Put one element on both sites of the beta-tungsten (A15) structure: does this crystal or the element's ordinary form lie lower in energy, and how hard is the verdict to overturn? The r2SCAN results below cover five light elements.

Five elements in the beta-tungsten (A15) structure, space group Pm-3n (223), with cell and atoms relaxed within that symmetry. Calculated with Ansatz 0.2.0: r2SCAN, plane-wave PAW, scalar-relativistic, no spin polarisation, cutoff 500 eV, Gaussian smearing of 0.1 eV, k meshes 10×10×10 for B and C and 8×8×8 for Al, Si and P.

```
element   Z  valence electrons  volume per atom (Å³)  shortest distance (Å)  energy over elements (eV/atom)
      B   5                  3                  6.05                  2.038                           1.650
      C   6                  4                  7.41                  2.179                           4.824
     Al  13                  3                 16.31                  2.835                           0.092
     Si  14                  4                 14.15                  2.704                           0.806
      P  15                  5                 14.87                  2.749                           1.128
```

Z is the atomic number, and valence electrons are counted per atom. The energy over elements, E, is the A15 energy per atom minus that of the standard state, so a positive E means that A15 loses. It loses in every row, in the order Al < Si < P < B < C. Aluminium pays 0.092 eV per atom and carbon 4.824 eV. Each row has its own reference, so the order reflects what each element gives up as much as A15 itself.

The geometry shows what is on offer. The cubic cell of edge a holds two atoms with 12 neighbours and six atoms with 14, which form chains along the cube faces:

mean coordination = (2×12 + 6×14)/8 = 13.5
a = (8 × volume per atom)^(1/3)

The column headed shortest distance equals a√5/4, the contact between the two kinds of site. The true shortest contact is a/2, along the chains.

Standard bonding theory supplies the mechanism. Three to five electrons per atom cannot supply an electron pair for each of so many contacts, and the calculation finds a metal with overlapping bands in every row. Aluminium is already a close-packed, nearly-free-electron metal, so it only swaps one dense packing for a less even one. Its chain contact of 2.536 Å is squeezed to about 0.87 of its usual bond (roughly 2.9 Å, recalled), while eight contacts of each chain atom are stretched. That unevenness is a plausible source of the small penalty, though the energy was not split up to test it.

Carbon is the opposite case. Graphite has three short, strong bonds of roughly 1.4 Å (recalled), whereas the closest contact here is 1.950 Å. The cell has swollen: carbon takes 7.41 Å³ per atom against 6.05 for boron, although atoms shrink along a period. Theory argues that compact 2s and 2p orbitals of similar size bind strongly at short range, with added π bonding, and that this is lost when many neighbours hold one another apart. Phosphorus repeats the swelling against silicon, more mildly.

A simple model turns this into a number. The energy at stake scales with the cohesive energy Ecoh of the standard state, and the share lost is taken to grow with the mismatch between its coordination z0 and that of A15:

E = c × Ecoh × (1 − z0/13.5)

The one constant was fitted to E/Ecoh of all five rows, with rough recalled Ecoh and z0, and came out as c = 0.52. For aluminium, which was part of the fit:

E = 0.52 × 3.4 eV × (1 − 12/13.5) = 0.52 × 3.4 × 0.111 = 0.20 eV

This is twice the computed value but on the right scale, far below the covalent elements.

The model fails for the two elements with four valence electrons. It puts carbon 1.84 eV below the computed E and silicon 0.87 eV above it, while boron fits to 0.02 eV. Carbon loses about 0.65 of its rough cohesive energy and silicon only about 0.18, a contrast that a count of neighbours with one constant cannot follow. A second one-constant model, fitted to the same rows, replaced the mismatch by the shortfall of the band overlap against an empty-lattice metal. It does hardly better (rms residual 0.89 eV against 0.92 eV) and again misses carbon most. The first follows the change of coordination, the second how far the A15 metal itself is from free electrons, and five rows cannot choose between them; the row-by-row results stand in the output after this text.

The verdict is safe against numerical error. The k-mesh noise for metals is put at about 4 meV per atom, a figure from the data makers' tests on other systems and not from these runs. Even aluminium stands 23 times above it, with smearing and residual pressure each worth under 3 meV. The error of the functional is untested, as there is one level of theory, and aluminium has the least room for it. The functional was also used without a dispersion correction, which matters most for the weak binding between graphite's layers. The data makers' notes caution about this for carbon, on the strength of tests on other systems; the run itself gave no warning. The effect is roughly tens of meV and leaves carbon's place untouched. Spin was switched off and the symmetry held fixed, so any cell may be a saddle; releasing either constraint could only lower this side, and a distorted cell would no longer be A15.

Between rows the weakest link is Si < P, a step of 0.322 eV. That is 80 times the mesh noise, yet phosphorus allotropes differ by a few tenths of an eV (rough, recalled). Measured against a less stable allotrope, P would move down towards silicon, perhaps by as much as the step itself; against a more stable one it would move up and the order would hold.

Heat is a poor lever. A15 wins when its entropy advantage reaches E/T, which at 1000 K is 1.1 kB per atom for aluminium and 9.4 kB or more for the rest. Even the first is large for two dense packings of one metal, and aluminium melts near 900 K (rough, recalled). Zero-point motion is also outside these zero-temperature energies.

Pressure favours the denser side, with a crossing near p = E/ΔV, where ΔV is the volume saved per atom. For silicon, with a rough recalled 20 Å³ for the diamond form:

p ≈ 0.806 eV / (20 − 14.15) Å³ = 0.138 eV/Å³ ≈ 22 GPa

The same estimate gives tens of GPa for phosphorus and hundreds for boron and carbon. It ignores compressibility, so it is at best an order of magnitude for silicon and phosphorus and no forecast for boron and carbon: at such pressures both sides shrink strongly, and graphite, soft between its layers, may lose its larger volume before any crossing. Overtaking the standard state also doesn't make A15 the lowest phase, because other dense structures compete. For aluminium the recalled volume is too rough to say even which side is denser, so whether pressure helps A15 or hurts it stays open. Also open is whether aluminium, the one element within a tenth of an eV, is a true minimum in A15 or slides out of it once the symmetry is released.

Output of the analysis:

```
Geometry (A): a, a*sqrt5/4, table distance, chain a/2, a*sqrt6/4, chain/recalled bond
B  3.644 2.037 2.038 1.822 2.232 1.01
C  3.899 2.180 2.179 1.950 2.388 1.39
Al 5.072 2.835 2.835 2.536 3.106 0.87
Si 4.837 2.704 2.704 2.419 2.962 1.01
P  4.918 2.749 2.749 2.459 3.012 1.12
mean coordination 13.5; volume C/B 1.225, Si/Al 0.868, P/Si 1.051
Order: Al < Si < P < B < C ; steps (eV): 0.714 0.322 0.522 3.174
C-B 3.174, Si-Al 0.714, P-Si 0.322 eV
B-Al 1.558, C-Si 4.018 eV; non-additive part 2.460 eV
ratios C/B 2.92, Si/Al 8.8; smallest step / 4 meV = 80
Margins: E (eV), E/4 meV, smearing TS (meV/atom), |p|V (meV/atom); table rounding 0.5 meV
B  1.650 412 0.8 0.2
C  4.824 1206 1.6 0.6
Al 0.092 23 1.6 2.8
Si 0.806 202 2.1 0.3
P  1.128 282 2.6 1.5
Band overlap (eV): computed, empty lattice, ratio f; E/Ecoh; A15 binding Ecoh-E (eV, rough)
B  5.96 10.87 0.55 0.284 4.2
C  3.12 7.42 0.42 0.652 2.6
Al 4.05 5.48 0.74 0.027 3.3
Si 3.25 4.82 0.67 0.175 3.8
P  1.09 3.11 0.35 0.332 2.3
Model A E=c*Ecoh*(1-f): c=0.69; model B E=c*Ecoh*(1-z0/13.5): c=0.52
element, E, model A, residual, model B, residual (eV)
B  1.650 1.81 -0.16 1.67 -0.02
C  4.824 2.97 +1.86 2.98 +1.84
Al 0.092 0.62 -0.52 0.20 -0.10
Si 0.806 1.04 -0.23 1.68 -0.87
P  1.128 1.53 -0.40 1.37 -0.24
model A: rms 0.89 eV, worst row C
model B: rms 0.92 eV, worst row C
Reversal: entropy needed at 1000 K (kB/atom), V0-V (A^3, rough), E/(V0-V) (GPa, order of magnitude)
B  19.1 1.2 211
C  56.0 1.4 556
Al 1.1 0.7 undetermined (difference near rounding of V0)
Si 9.4 5.8 22
P  13.1 4.1 44
```
